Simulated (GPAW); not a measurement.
# TaN in GPAW: convergence with density grid spacing (A)

Input of the first run (density grid spacing (A) 0.2); the others differ in this setting and in those tied to it:

Contents of run.py:

```python
from ase.dft.bandgap import bandgap
from ase.io import read, write
from ase.units import GPa
from gpaw import GPAW, PW

atoms = read('POSCAR')

calc = GPAW(mode=PW(800),
            h=0.2,
            xc='PBE',
            kpts={'size': (10, 10, 10), 'gamma': True},
            occupations={'name': 'fermi-dirac', 'width': 0.05},
            nbands=19,
            convergence={'density': 1e-05, 'energy': 1e-05},
            maxiter=100,
            txt='gpaw.txt')
atoms.calc = calc
energy = atoms.get_potential_energy()
forces = atoms.get_forces()
stress = atoms.get_stress()
calc.write('gs.gpw')
write('result.traj', atoms)
print(f'Energy: {energy:.6f} eV')
print('Forces (eV/A):')
print(forces.round(4))
print('Stress (GPa):', (stress / GPa).round(3))
print('Fermi level:', round(calc.get_fermi_level(), 4), 'eV')
print(f'Gap: {bandgap(calc)[0]:.4f} eV, direct: {bandgap(calc, direct=True)[0]:.4f} eV')
```

The input POSCAR:

```
TaN
1.0
    2.7323076900      0.0000000000      0.0000000000
    0.0000000000      2.7323076900      0.0000000000
    0.0000000000      0.0000000000      2.7323076900
Ta N
1 1
Direct
    0.0000000000      0.0000000000      0.0000000000
    0.5000000000      0.5000000000      0.5000000000
```

Potentials or basis: GPAW PAW data sets (gpaw-data 1.2.1), pw.

The run is started by

```console
$ OMP_NUM_THREADS=1 python run.py
```

The cell comes from a database or a generator and needn't be the stable form of this composition.

Hardware: 1 thread of Arm Neoverse V1 (shared host).

```csv
density grid spacing (A),"energy less the tightest run, at zero smearing (meV/atom)",pressure (GPa),SCF cycles,CPU time (s),peak memory (GiB)
0.24,refused,-,-,-,-
0.2,-3.00,5.59,9,13,0.16
0.17,0.18,5.75,9,20,0.16
0.15,0.10,5.75,9,18,0.16
0.13,0.04,5.75,9,31,0.18
0.11,0.03,5.75,9,29,0.18
0.09,0.00,5.75,9,45,0.24
```

Against the tightest run, the energy stays within 1 meV/atom from 0.17 on; the pressure stays within 0.1 GPa from 0.17 on. The tightest run that finished is the yardstick and may itself not be fully converged.

Spin-orbit coupling is left out, which matters for the levels of Ta.
